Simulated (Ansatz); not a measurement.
The system is ZnS (Wurtzite-2H).

```xyz
4
Lattice="3.8110 0.0000 0.0000 -1.9055 3.3004 0.0000 0.0000 0.0000 6.2340" Properties=species:S:1:pos:R:3 pbc="T T T"
Zn    1.9055    1.1001    3.1170
Zn    0.0000    2.2003    0.0000
S     1.9055    1.1001    5.5171
S     0.0000    2.2003    2.4001
```

Base run:

- Program: Ansatz 0.2.0
- Functional: PBEsol
- Potentials or basis: all-electron LAPW, non-relativistic
- Cutoff: 264 eV (chosen from the basis error)
- Basis error allowed: 0.002 eV/atom
- k mesh: 8 × 8 × 5
- Occupations: fermi-dirac, width 0.05 eV
- Spin: no spin polarisation

Its results: band gap on the k mesh 2.39 eV, direct; pressure 0.0 GPa; largest force 0.328 eV/Å.

The run is repeated on the same cell with these changes: potentials or basis from all-electron LAPW, non-relativistic to all-electron LAPW, inner shells corrected to Dirac's equation. What comes out?

Band gap on the k mesh 2.11 eV, direct; pressure -1.3 GPa; largest force 0.306 eV/Å.
